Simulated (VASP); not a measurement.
# C₂H₄O₂: harmonic vibrations of a molecule

C₂H₄O₂, molecule in box, 8 atoms in the cell. PBE, harmonic vibrations; PAW potentials O, C, H (PBE set).

## Input

INCAR.step1:
```
SYSTEM = H2CO
PREC     = Accurate       ! precision mode
ENCUT    = 400            ! plane-wave cutoff, eV
EDIFF    = 1E-8           ! SCF threshold, eV
ISMEAR   = 0              ! smearing method
SIGMA    = 0.01           ! smearing width, eV
ISYM     = 0            
LREAL    = .FALSE.        ! projectors in reciprocal space
LASPH    = .TRUE.         ! aspherical terms in the spheres
NELM     = 100            ! most SCF steps
ALGO     = Normal         ! electronic algorithm
LWAVE    = .FALSE.        ! write WAVECAR
LCHARG   = .FALSE.        ! write CHGCAR
IBRION   = 2              ! ionic algorithm
NSW      = 60             ! ionic steps
ISIF     = 2              ! what is computed and relaxed
EDIFFG   = -0.002         ! ionic threshold
POTIM    = 0.5            ! step
```

INCAR.step2, as INCAR.step1 but for:
```
- IBRION = 2
- NSW = 60
- ISIF = 2
- EDIFFG = -0.002
- POTIM = 0.5
+ IBRION = 5
+ NFREE = 2
+ POTIM = 0.015
+ NSW = 1
```

KPOINTS:
```
k-points
0
Gamma
  1 1 1
```

POSCAR.step1:
```
H2CO
1.0
   12.0000000000      0.0000000000      0.0000000000
    0.0000000000     12.0000000000      0.0000000000
    0.0000000000      0.0000000000     12.0000000000
O C H
2 2 4
Direct
    0.4478041700      0.4850958300      0.3916875000
    0.4385958300      0.4357375000      0.6079708300
    0.5197541700      0.5248375000      0.4490458300
    0.5246458300      0.5039375000      0.5719041700
    0.5857208300      0.5787458300      0.4135291700
    0.6068208300      0.4674125000      0.5905208300
    0.5230208300      0.5855375000      0.6139791700
    0.3953458300      0.4179625000      0.5421458300
```

Commands (each step's output is kept before the next begins):
```
cat potpaw_PBE.64/O/POTCAR potpaw_PBE.64/C/POTCAR potpaw_PBE.64/H/POTCAR > POTCAR
cp INCAR.step1 INCAR
cp POSCAR.step1 POSCAR
mpirun -np 4 vasp_gam > vasp.out
cp CONTCAR POSCAR
cp INCAR.step2 INCAR
mpirun -np 4 vasp_gam > vasp.out
```

## Result

- Vibrations (cm⁻¹; a negative value is imaginary): 3539, 2915, 2906, 2860, 1724, 1412, 1380, 1333, 1251, 1199, 1100, 1048, 854, 741, 677, 457, 272, 239
- Zero-point energy (eV): 1.606
- Translations and rotations, which should read zero (cm⁻¹): -16, -11, -2, 12, 17, 22
- Vibrational entropy at 298 K (meV/K): 0.226
- Displaced cells: 48
- Ionic steps, all stages: 89
- Electronic steps, all stages: 1348

VASP 6.6.1 took 2163 s on 4 cores (AMD EPYC 7R43 (Zen 3)), a shared host.
